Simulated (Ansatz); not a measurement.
Straining SiO₂

Theory: Ansatz, DFT LDA, scalar-relativistic, plane waves, PAW. Run with 420 eV cutoff, 6×6×4 k-mesh, Gaussian smearing of 0.02 eV, no spin polarisation.

The relaxed crystal:

```
CELL_PARAMETERS angstrom
4.92889 0.00000 0.00000
0.00000 4.92889 0.00000
0.00000 0.00000 7.28881
ATOMIC_POSITIONS crystal
Si 0.00000 0.00000 0.00000
Si 0.00000 0.50000 0.25000
Si 0.50000 0.50000 0.50000
Si 0.50000 0.00000 0.75000
O 0.09855 0.25000 0.12500
O 0.25000 0.59855 0.37500
O 0.75000 0.40145 0.37500
O 0.90145 0.75000 0.12500
O 0.59855 0.75000 0.62500
O 0.75000 0.09855 0.87500
O 0.25000 0.90145 0.87500
O 0.40145 0.25000 0.62500
```

Deformation: biaxial strain in the a-b plane, with the length and tilt of c and the atoms relaxed, all within the symmetry that the strain leaves. Energies are extrapolated to zero smearing. Gaps are Kohn–Sham gaps over the whole zone.

| strain (%) | ΔE (meV/atom) | a (Å) | b (Å) | c (Å) | gap (eV) |
| --- | --- | --- | --- | --- | --- |
| -4.5 | 6.5 | 4.707 | 4.707 | 7.407 | 5.99 |
| -3.0 | 2.9 | 4.781 | 4.781 | 7.362 | 5.92 |
| -1.5 | 0.7 | 4.855 | 4.855 | 7.321 | 5.84 |
| +0.0 | 0.0 | 4.929 | 4.929 | 7.289 | 5.76 |
| +1.5 | 0.8 | 5.003 | 5.003 | 7.250 | 5.68 |
| +3.0 | 3.1 | 5.077 | 5.077 | 7.221 | 5.60 |

Task: What stiffness (1/V) d²E/dε² at zero strain does a cubic fit over all points give?

Result: A cubic fit gives (1/V) d²E/dε² = 72 GPa at zero strain (twice the biaxial modulus).

Task: How does the free axis c answer a small strain?

Result: Between the innermost points its strain is -0.32 times the applied one.

Task: How fast does the gap move with strain on either side?

Result: -55 meV per percent on the compressed side and -52 meV per percent on the stretched side.

This form isn't the usual stable structure of the compound.

1 further run of this set didn't finish or converge.